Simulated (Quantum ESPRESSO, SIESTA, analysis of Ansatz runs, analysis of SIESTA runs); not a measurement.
# Al2O3 (R-3c):Si_Al, a ladder of methods on one cell (SIESTA and Quantum ESPRESSO), part 3 of 4

We place the charge-transition levels of Si_Al in Al2O3 (R-3c) with atom-centred orbitals, then repeat the energies at other levels of method to see what holds. Model: a cell of 80 host atoms with 1 Al taken out and 1 Si put in.

SIESTA and Quantum ESPRESSO ; SIESTA numerical-orbital DFT, PBEsol, DZP basis, PseudoDojo 0.4.1 potentials converted to PSML; charged supercells in a uniform background, point-charge correction with alignment at far sites.

So far. Step 2 (Band edges): The gap at this level is 5.88 eV.

## 3. Relaxing each charge state (continued)

Level of this step: SIESTA numerical-orbital DFT, PBEsol, DZP basis, PseudoDojo 0.4.1 potentials converted to PSML; relaxation of all atoms of a defect supercell (SIESTA).

Electrostatic potential energy in the ac plane at fractional y = 0.426, through the centre, with atoms of Si and O and Al within 0.45 Å of it. With pseudopotentials it is smooth inside the atoms' cores, unlike the true potential.

Ten even steps from '_' (-68 eV) to '@' (-3 eV), each cell a mean:
```
%%@@@@@@@@@@@@@@@@%%==____==%%@@@@@@@@@@@@@@@@%%**..__::**
##@@@@@@@@@@@@@@@@%%**______==%%@@@@@@@@@@@@@@@@##--____..
++%%@@@@@@@@@@%%%%@@%%++..__::##@@@@@@@@@@%%%%%%%%##--____
**%%@@@@@@@@%%%%%%%%@@%%##++++##%%@@@@@@%%%%%%%%%%%%%%**++
%%%%@@@@@@@@%%######%%@@@@%%%%%%@@@@@@@@%%%%####%%@@@@%%%%
%%@@@@@@@@@@@@%%####%%@@@@%%##%%@@@@@@@@@@%%######%%@@%%##
--**@@@@@@@@@@%%%%%%%%@@@@##==++%%@@@@@@@@%%%%%%%%%%@@%%**
++++%%@@@@@@@@##++##%%@@@@@@**==**%%@@@@@@%%++**%%@@@@@@%%
@@%%%%%%@@@@@@##::::##@@@@@@@@%%%%%%@@@@@@%%++::**@@@@@@@@
@@@@@@@@@@@@@@@@**==**@@@@@@@@@@@@@@@@@@@@@@%%****%%@@@@@@
@@@@@@@@@@@@@@@@%%####%%@@@@@@@@@@@@@@@@@@@@@@%%%%%%@@@@@@
@@@@@@@@@@@@@@@@%%##**++##%%@@@@@@@@@@@@@@@@@@%%##****%%@@
%%@@@@@@@@@@@@@@@@##--....==%%@@@@@@@@@@@@@@@@%%**..__::**
##@@@@@@@@@@@@@@%%%%++______++%%@@@@@@@@@@@@@@@@##--____..
++%%@@@@@@@@@@%%%%%%##==..__--##@@@@@@@@@@%%%%%%%%##--____
**%%@@@@@@@@%%%%%%%%%%%%**==++##%%@@@@@@%%%%%%%%%%%%%%**++
%%%%@@@@@@@@%%####%%%%@@%%%%##%%@@@@@@@@%%%%####%%@@@@%%%%
%%@@@@@@@@@@@@%%####%%@@@@##**%%@@@@@@@@@@%%######%%@@%%##
--**@@@@@@@@@@%%%%%%%%@@@@##--==%%@@@@@@@@%%%%%%%%%%@@%%**
++++%%@@@@@@@@**++##%%@@@@@@##++##%%@@@@@@%%++**%%@@@@@@%%
@@%%%%%%@@@@@@##--==%%@@@@@@@@%%%%%%@@@@@@%%++--**@@@@@@@@
@@@@@@@@@@@@@@@@##**##@@@@@@@@@@@@@@@@@@@@@@%%****%%@@@@@@
@@@@@@@@@@@@@@@@@@%%%%%%@@@@@@@@@@@@@@@@@@@@@@%%%%%%@@@@@@
@@@@@@@@@@@@@@@@@@%%****##%%@@@@@@@@@@@@@@@@@@%%##****##@@
```
Columns run along a (10.3 Å; values clipped at the 3rd and 97th percentile), rows up along c (10.3 Å). Atoms in or near the plane, at fractional coordinates: Si at (0.42, 0.42), O at (0.03, 0.22), O at (0.28, 0.12), Al at (0.43, 0.93), O at (0.03, 0.72), O at (0.29, 0.62), Al at (0.93, 0.43), O at (0.53, 0.23), O at (0.78, 0.12), Al at (0.93, 0.93), O at (0.53, 0.72), O at (0.78, 0.62).

The states that were run, at one point at (¼, ¼, ¼), on 1 MPI rank of Arm Neoverse V1, shared host:

```csv
charge,moment (μB),outcome,structures computed,largest displacement of a host atom from its site (Å),lowest empty less highest filled level (eV),time
+1,0,converged,8,0.11,6.09,66 min
0,1,converged,10,0.10,0.05,2.7 h
```

Against the host's sites the lattice moves most at charge +1 (0.11 Å); the smallest move among the states is 0.10 Å.

## 4. Corrections and levels

A charged cell interacts with its images and the background. The point-charge term, screened by the static dielectric constant, takes that out, and the potential far from the defect is aligned with the host's. Chemical potentials: Al (fcc), O (O2 molecule) and Si (diamond), run alike.

By state, in eV; the first energy still holds the atoms taken out or put in:

```csv
charge,moment (μB),"energy over the host, electrons at the valence top",point-charge term,potential shift at far sites,its spread,correction
0,1,-47.208,0.000,-,-,0.000
+1,0,-53.247,0.237,0.014,0.041,0.252
```

Potentials at atomic sites for charge +1, some of the atoms; distances and the model charge refer to the site on which the defect was built:

```csv
atom,distance from that site (Å),potential less the host's (eV),point-charge model (eV)
O49,1.756,-0.098,-0.356
Al53,2.832,-0.032,-0.062
O50,3.242,-0.018,-0.012
Al24,3.527,0.032,0.011
Al73,3.841,0.112,0.013
O58,4.315,0.070,0.055
O15,4.460,0.087,0.067
O40,4.681,0.096,0.068
Al12,5.151,0.097,0.061
O36,5.380,0.097,0.073
Al61,5.494,0.128,0.083
Al74,5.952,0.119,0.083
```

Over the charge states the far sites scatter by a standard deviation of up to 0.04 eV about the model once its mean shift is taken off, which is the uncertainty of the alignment.

Limit set by the element alone; other compounds of these elements are not counted. Chemical potentials from the elements' reference states: Al 0.00 eV, O -5.34 eV, Si 0.00 eV. Formation energy by charge state (Al-rich; gap 5.88 eV):

```csv
charge,at valence top (eV),at conduction bottom (eV),correction included (eV)
+1,-1.04,4.84,0.25
0,4.74,4.74,0.00
```

(Fermi level (eV), lowest formation energy (eV)): (0.00, -1.04), (0.53, -0.51), (1.07, 0.03), (1.60, 0.56), (2.14, 1.09), (2.67, 1.63), (3.21, 2.17), (3.74, 2.70), (4.28, 3.23), (4.81, 3.77), (5.34, 4.30), (5.88, 4.74)

Limit set by the element alone; other compounds of these elements are not counted. Chemical potentials from the elements' reference states: O 0.00 eV, Al -8.02 eV, Si 0.00 eV. Formation energy by charge state (O-rich; gap 5.88 eV):

```csv
charge,at valence top (eV),at conduction bottom (eV),correction included (eV)
+1,-9.06,-3.18,0.25
0,-3.27,-3.27,0.00
```

| Fermi level (eV) | lowest formation energy (eV) |
| --- | --- |
| 0.00 | -9.06 |
| 0.53 | -8.52 |
| 1.07 | -7.99 |
| 1.60 | -7.46 |
| 2.14 | -6.92 |
| 2.67 | -6.39 |
| 3.21 | -5.85 |
| 3.74 | -5.32 |
| 4.28 | -4.78 |
| 4.81 | -4.25 |
| 5.34 | -3.71 |
| 5.88 | -3.27 |

So at this level: (+1/0) at 5.79 eV (6.04 without the correction), in a gap of 5.88 eV. Before or after the correction (+1/0) lies near a band edge or past it: the carrier may then sit in a band, where the correction doesn't apply, so this need not be the level of a bound state. At charge 0, 48 % of the majority spin lies within 4 Å of the centre, against 45 % for an even spread, which points to a carrier spread as in a band; the levels next to it are then no levels of a bound state.

## 5. SIESTA, PBEsol, DZP, 2×2×2

The k-points change from one point at (¼, ¼, ¼) to 2×2×2 shifted by half a step on the same structures. A defect state disperses through its periodic images, and a carrier in a host band fills it differently at other k-points; both move the energies of the states that hold these electrons.

defect.fdf

```
SystemName                      Al31SiO48
SystemLabel                     defect
NumberOfSpecies                 3
NumberOfAtoms                   80
%block ChemicalSpeciesLabel
  1   13 Al
  2   14 Si
  3    8 O
%endblock ChemicalSpeciesLabel
LatticeConstant                 1.0 Ang
%block LatticeVectors
     4.798502000     2.770416000     8.688724000
    -4.798502000     2.770416000     8.688724000
     0.000000000    -5.540834000     8.688724000
%endblock LatticeVectors
AtomicCoordinatesFormat         Fractional
%block AtomicCoordinatesAndAtomicSpecies
     0.321703765     0.321966138     0.321337618  1
     0.424444434     0.424704307     0.424306026  2
[... 15 atom lines left out ...]
     0.376046671     0.229451963     0.524602633  3
[... 1 atom line left out ...]
     0.287764989     0.467808886     0.614292172  3
[... 5 atom lines left out ...]
     0.467658606     0.614646771     0.287897658  3
[... 20 atom lines left out ...]
     0.525080276     0.376507034     0.229006664  3
[... 1 atom line left out ...]
     0.614444976     0.288052281     0.467474904  3
[... 30 atom lines left out ...]
     0.775965600     0.975784210     0.623452119  3
%endblock AtomicCoordinatesAndAtomicSpecies
%block kgrid.MonkhorstPack
    2   0   0  0.50
    0   2   0  0.50
    0   0   2  0.50
%endblock kgrid.MonkhorstPack
XC.Functional                   GGA
XC.Authors                      PBEsol
PAO.BasisSize                   DZP
PAO.EnergyShift                 0.005 Ry
Mesh.Cutoff                     300 Ry
NetCharge                       1.0
OccupationFunction              FD
ElectronicTemperature           0.01 eV
MaxSCFIterations                150
SCF.MustConverge                true
SCF.Mixer.Method                Pulay
SCF.Mixer.Weight                0.2
SCF.Mixer.History               10
SCF.DM.Tolerance                1.0e-4
SCF.H.Tolerance                 1.0e-3 eV
WriteForces                     true
Charge.Mulliken                 end
SaveRho                         true
SaveElectrostaticPotential      true
Charge.Hirshfeld                end
Charge.Voronoi                  end
```

Started as:

```bash
$ OMP_NUM_THREADS=1 siesta defect.fdf > defect.out
```

What it wrote:

```text
Version         : 5.4.2

                           ***********************
                           *  WELCOME TO SIESTA  *
                           ***********************

[...]
reinit: Reading from file defect.fdf

reinit: -----------------------------------------------------------------------
reinit: System Name: Al31SiO48
reinit: -----------------------------------------------------------------------
reinit: System Label: defect
reinit: -----------------------------------------------------------------------

initatom: Reading input for the pseudopotentials and atomic orbitals ----------
Species number:   1 Atomic number:   13 Label: Al
Species number:   2 Atomic number:   14 Label: Si
Species number:   3 Atomic number:    8 Label: O

[... pseudopotential checks and orbital generation ...]

prinput: Basis input

PAO.BasisType split

%block ChemicalSpeciesLabel
    1   13 Al                      # Species index, atomic number, species label
    2   14 Si                      # Species index, atomic number, species label
    3    8 O                       # Species index, atomic number, species label
%endblock ChemicalSpeciesLabel

%block PAO.Basis                 # Define Basis set
# WARNING: This information might be incomplete!
Al                    2                    # Species label, number of l-shells
 n=3   0   2                         # n, l, Nzeta
   6.641      4.635
   1.000      1.000
 n=3   1   2 P   1                   # n, l, Nzeta, Polarization, NzetaPol
   8.738      6.223
[...]
Si                    2                    # Species label, number of l-shells
 n=3   0   2                         # n, l, Nzeta
[...]
n=3   1   2 P   1                   # n, l, Nzeta, Polarization, NzetaPol
[...]
(Free)E + p*V (eV/cell)   -23721.0541
Target enthalpy (eV/cell)   -23720.1481
[...]
siesta: Final energy (eV):
siesta:  Band Struct. =   -5897.527757
siesta:       Kinetic =   15621.991790
siesta:       Hartree =    5800.422127
siesta:         Exch. =   -5942.446017
siesta:         Corr. =    -530.755586
siesta:   Exch.-corr. =   -6473.201603
siesta:  Ion-electron =  -25915.125549
siesta:       Ion-ion =  -12754.234859
siesta:         Total =  -23720.148094
siesta:         Fermi =      -8.595916
[...]
siesta: Atomic forces (eV/Ang):
siesta:      1   -0.002611   -0.005801   -0.000941
siesta:      2    0.001520   -0.003661   -0.039856
siesta:      3   -0.001171   -0.001382    0.027834
[...]
siesta:     79    0.015447   -0.002573   -0.001972
siesta:     80   -0.006538    0.000800    0.028777
siesta: ----------------------------------------
siesta:    Tot   -0.001250    0.007351    0.011211
[...]
siesta: Stress tensor (static) (eV/Ang**3):
siesta:     0.000644   -0.000014    0.000040
siesta:    -0.000014    0.000565   -0.000046
siesta:     0.000040   -0.000046    0.002713
[...]
siesta: Cell volume =        693.039557 Ang**3
[...]
siesta: Pressure (static):
siesta:                Solid            Molecule  Units
siesta:          -0.00001424         -0.00001803  Ry/Bohr**3
siesta:          -0.00130728         -0.00165508  eV/Ang**3
siesta:          -2.09449963         -2.65173062  kBar
[...]
mulliken: Qtot =      384.000

Mulliken Atomic Populations:
Atom #   charge [q] valence [e]  Species
     1     0.640525    2.359475  Al
     2     0.442041    3.557959  Si
     3     0.636907    2.363093  Al
     4     0.624033    2.375967  Al
     5    -0.404186    6.404186  O
     6    -0.400022    6.400022  O
     7    -0.404658    6.404658  O
[...]
73     0.617824    2.382176  Al
    74     0.624762    2.375238  Al
[...]
79    -0.408771    6.408771  O
    80    -0.408569    6.408569  O
 Total     1.000000

[...]
Job completed
```

Run time: 14 min. Hardware: 1 MPI rank of Arm Neoverse V1, shared host; peak memory 1.8 GiB.

On the kept structures the largest force at this level is 0.33 eV/Å, so they are not at rest here, and a relaxation would lower the states by unlike amounts.

At charge 0 filled and empty levels, counted over both spins and all k-points, touch or overlap: the last carrier shares a level or a band, or the held moment keeps an electron of one spin above an empty level of the other.

By state, in eV; the first energy still holds the atoms taken out or put in:

```csv
charge,moment (μB),"energy over the host, electrons at the valence top",point-charge term,potential shift at far sites,its spread,correction
0,1,-46.568,0.000,-,-,0.000
+1,0,-53.248,0.237,0.014,0.041,0.251
```

Against the first level the gap goes from 5.88 to 5.88 eV, and the level that moves most, (+1/0), from 5.79 to 6.43 eV. Both gaps come from the dense mesh of the unit cell, so this step does not test the gap.

(Continued in part 4 of 4.)

[Logs are printed without paths, hosts, clocks, repeated set-up lines and the standing remarks that a program may print on its own settings, such as how far it seeks lower states.]

[Hosts, paths, dates, database ids (printed as entryN), source tags and the programs' standing remarks are cut or masked in the printed files.]

[For some hosts the program warned that the k-mesh of the response run may be too coarse for force constants and the static dielectric constant; such warnings are not shown here.]

[Charge tables in the logs are Mulliken or Hirshfeld populations, whose sizes and signs can differ; where basis functions stand at a vacancy, SIESTA counts their charge against the missing atom's valence.]

[In relaxation paths of CP2K, step 0 can be the structure after the first move, since the trajectory file begins there, and the last row can be the final structure solved once more.]
